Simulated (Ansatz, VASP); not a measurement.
## RbBr in VASP and in Ansatz

File INCAR:

```
SYSTEM = RbBr
  ALGO = Fast
  EDIFF = 1E-7
  EDIFFG = -0.01
  ENCUT = 600
  GGA = PE
  IBRION = 2
  ISIF = 3
  ISMEAR = 0
  LASPH = .TRUE.
  LCHARG = .FALSE.
  LREAL = .FALSE.
  LWAVE = .FALSE.
  NELM = 60
  NSW = 100
  PREC = Accurate
  SIGMA = 0.02
```

Contents of KPOINTS:

```
k-points
0
G
  6 6 6
  0 0 0
```

File POSCAR:

```
RbBr
1.0
    0.0000000000      3.4559502600      3.4559502600
    3.4559502600      0.0000000000      3.4559502600
    3.4559502600      3.4559502600      0.0000000000
Rb Br
1 1
Direct
    0.0000000000      0.0000000000      0.0000000000
    0.5000000000      0.5000000000      0.5000000000
```

Input for Ansatz:

```yaml
crystal:
  lattice:
    - [0.0, 3.45595026, 3.45595026]
    - [3.45595026, 0.0, 3.45595026]
    - [3.45595026, 3.45595026, 0.0]
  atoms:
    - { symbol: Rb, position: [0.0, 0.0, 0.0] }
    - { symbol: Br, position: [0.5, 0.5, 0.5] }
basis:
  ecutwfc: 420
kpoints:
  mp_grid: { grid: [6, 6, 6] }
hamiltonian:
  xc: pbe
scf:
  occupations: { method: gaussian, width: 0.02 }
output:
  forces: true
  stress: true
  eigenvalues: true
relax:
  adjacent_minimum: "off"
  f_tol: 0.01
  max_steps: 80
  cell: { stress_tol: 0.05 }
```

Alike in both runs: task relaxation of cell and atoms; functional PBE; k mesh 6 × 6 × 6; occupations gaussian, width 0.02 eV; no spin polarisation.

|  | VASP | Ansatz |
| --- | --- | --- |
| version | VASP 6.6.1 | Ansatz 0.2.0 |
| potentials or method | VASP PAW PBE potentials, release 64 (Rb_sv, Br) | scalar-relativistic, plane waves, PAW |
| plane-wave cutoff (eV) | 600 | 420 |
| valence electrons in the cell | 16 | 16 |

```csv
,VASP,Ansatz,Ansatz less VASP
"gap on the k mesh at the Fermi level, each at its own relaxed structure (eV)",4.18,4.20,+0.015
relaxed volume (Å³/atom),43.37,43.11,-0.258
relaxed cell length with the largest relative difference (Å),4.969,4.959,-0.0099
energy change over the relaxation (meV/atom),-4,-3,+0.3
```

Expect the measured gap to be larger: semilocal functionals such as PBE lack the derivative discontinuity.
